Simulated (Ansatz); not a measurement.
# HfB: course of a relaxation

The calculation used Ansatz, DFT PBEsol, scalar-relativistic, plane waves, PAW. Settings: 420 eV cutoff, 16×16×16 k-mesh, Gaussian smearing of 0.10 eV, no spin polarisation.

What was changed: relaxed at 30 GPa.

Spin–orbit coupling is left out, which can shift energies with elements as heavy as these.

Other phases may be more stable at this pressure.

Command:

```bash
ansatz run input.yaml --threads 1 --pin off --max-ram 2560MiB --backend cpu --events-out ev --progress --plain --runs-dir out
```

Input:

```yaml
crystal:
  lattice:
    - [0.0, 2.2904821022, 2.2904821022]
    - [2.2904821022, 0.0, 2.2904821022]
    - [2.2904821022, 2.2904821022, 0.0]
  atoms:
    - { symbol: Hf, position: [0.5, 0.5, 0.5] }
    - { symbol: B, position: [0.0, 0.0, 0.0] }
basis:
  ecutwfc: 420
kpoints:
  mp_grid: { grid: [16, 16, 16] }
hamiltonian:
  xc: pbesol
scf:
  occupations: { method: gaussian, width: 0.1 }
output:
  forces: true
  stress: true
  eigenvalues: true
relax:
  adjacent_minimum: "off"
  f_tol: 0.008
  max_steps: 50
  cell: { stress_tol: 0.08, p_target: 30.0 }
```

F is the free energy. Steps run on the plane waves of an earlier cell, but the last one, and at times one on the way, on a freshly chosen basis, so a repeated geometry can differ a little in energy. The relaxation lowers the enthalpy F + PV at the target pressure, so F itself can rise.

Steps:

```csv
step,F − F(1) (eV),largest force component (eV/Å),V (Å³/atom),P (GPa)
1,0.0000,0.000,12.017,30.53
2,-0.0151,0.000,12.057,29.57
3,-0.0084,0.000,12.039,30.00
4,-0.0084,0.000,12.039,30.00
```

Relaxed structure:

```
CELL_PARAMETERS angstrom
0.00000 2.29189 2.29189
2.29189 0.00000 2.29189
2.29189 2.29189 0.00000
ATOMIC_POSITIONS crystal
Hf 0.50000 0.50000 0.50000
B 0.00000 0.00000 0.00000
```

The structure is cubic, space group Fm-3m (No. 225). The conventional cell has a = 4.584 Å, b = 4.584 Å, c = 4.584 Å, α = 90.00°, β = 90.00°, γ = 90.00°. Hf (site symmetry m-3m) is surrounded by 6 B at 2.29 Å. B (site symmetry m-3m) has 6 Hf at 2.29 Å as nearest neighbours.

The run converged. It took 14 s on 1 thread of Arm Neoverse V2 (shared host), peak memory 0.36 GiB.